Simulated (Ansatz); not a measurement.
Reactions of C$_{2}$Cl$_{3}$F$_{3}$, SMILES `FC(F)(F)C(Cl)(Cl)Cl`.

Program: Ansatz. Geometries: PBE0-D4/def2-TZVP. ΔE: electronic, gas phase. CBS: MP2 limit from def2 TZ/QZ plus the TZ coupled-cluster correction, frozen cores. This one scheme is used for every species, atoms too. Functionals use def2-TZVPP. B3LYP here is the variant with VWN-RPA as its local correlation; programs differ in this. No spin–orbit coupling; open shells (•) take unrestricted orbitals. Spin–orbit coupling would lower the free atoms: a little for C, Cl, F. For Br outer-core shells are correlated without core-valence functions, so the limit isn't a true one: a few kJ/mol of doubt a bond, and 10 to 20 or more in all where bonds break to atoms. Scalar relativity is left out up to krypton. One conformer a species, not always the lowest.

| reaction | CCSD(T)/CBS(def2) (eV) |
| --- | --- |
| `FC(F)(F)C(Cl)(Cl)Cl` → `Cl[C]Cl` + `FC(F)(F)Cl` | ? |
| `FC(F)(F)C(Cl)(Cl)Cl` + HCl → `FC(F)(Cl)C(Cl)(Cl)Cl` + H–F | 0.28 |
| `FC(F)(F)C(Cl)(Cl)Cl` + H₂ → `FC(F)(F)C(Cl)Cl` + HCl | -1.17 |
| `FC(F)(F)C(Cl)(Cl)Cl` + HBr → `ClC(Cl)(Cl)Br` + `FC(F)F` | 0.39 |
| `FC(F)(F)C(Cl)(Cl)Cl` → `FC(F)(Cl)C(F)(Cl)Cl` | 0.27 |
| `FC(F)(F)C(Cl)(Cl)Cl` → 2 C• + 3 Cl• + 3 F• | ? |
| `FC(F)(F)C(Cl)(Cl)Cl` + H–F → `FC(Cl)(Cl)Cl` + `FC(F)F` | 0.36 |
| `FC(F)(F)C(Cl)(Cl)Cl` → `FC(Cl)(Cl)Cl` + `F[C]F` | 2.89 |

Fill in the missing values. (Best estimate.)

The calculation gave: `FC(F)(F)C(Cl)(Cl)Cl` → `Cl[C]Cl` + `FC(F)(F)Cl`: +2.90 eV; `FC(F)(F)C(Cl)(Cl)Cl` → 2 C• + 3 Cl• + 3 F•: +29.30 eV.

Largest T1 diagnostic: 0.020, for `Cl[C]Cl`.
